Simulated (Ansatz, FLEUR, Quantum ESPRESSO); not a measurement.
# One calculation of TePb, 3 ways

```
Pb Te
1.0
     0.00000    3.23100    3.23100
     3.23100    0.00000    3.23100
     3.23100    3.23100    0.00000
Pb Te
1 1
Cartesian
  0.0000 0.0000 0.0000
  3.2310 3.2310 3.2310
```

Alike in all runs: task single point; functional PBE; k mesh 4 × 4 × 4; occupations fermi-dirac, width 0.05 eV; no spin polarisation; no spin-orbit coupling. Pressure is positive in compression and, in plane waves, holds the error of the finite cutoff, which Ansatz's Pulay term estimates and takes out.

```json
{"program and potentials": "FLEUR, all-electron, FLAPW", "plane-wave cutoff (eV)": "-", "notes": "-", "band gap (eV)": "0.73", "pressure (GPa)": "-"}
{"program and potentials": "Quantum ESPRESSO, SG15 PBE 1.2", "plane-wave cutoff (eV)": "952", "notes": "15 valence electrons an atom on average", "band gap (eV)": "0.73", "pressure (GPa)": "2.16"}
{"program and potentials": "Ansatz, PAW datasets made for the crystal", "plane-wave cutoff (eV)": "240", "notes": "10 valence electrons an atom on average", "band gap (eV)": "0.73", "pressure (GPa)": "2.15"}
```

All agree on the band gap. The pressure spans 2.15 (Ansatz, PAW datasets made for the crystal) to 2.16 GPa (Quantum ESPRESSO, SG15 PBE 1.2). Spin-orbit coupling, left out here, moves the band edges of heavy atoms. The k mesh is coarse, so the values compare programs but aren't converged.

The functional is the same throughout but for its coding, so the spread measures potentials, basis and numerics; runs on potential files found faulty are left out.

The three treatments give the same gap, so its size reflects the functional and the scalar description of the crystal rather than the potentials. The close match in pressure, despite different numbers of valence electrons, suggests that the deeper semicore shells respond little at this volume.

In rock-salt PbTe the valence edge at L is mainly Te p, pushed up by antibonding mixing with the filled Pb s shell, while the conduction edge is largely Pb p. The computed gap of 0.73 eV is well above the measured one, the reverse of the usual semilocal error. The likely cause is the missing spin-orbit interaction, which mainly lowers the Pb p conduction edge and narrows the gap strongly. Agreement between the programs is therefore no sign of agreement with experiment.

The positive pressure means that the crystal would expand in PBE, in line with the functional's tendency to underbind. Because the s–p repulsion weakens as the lattice grows, relaxing the cell would probably widen the gap further.
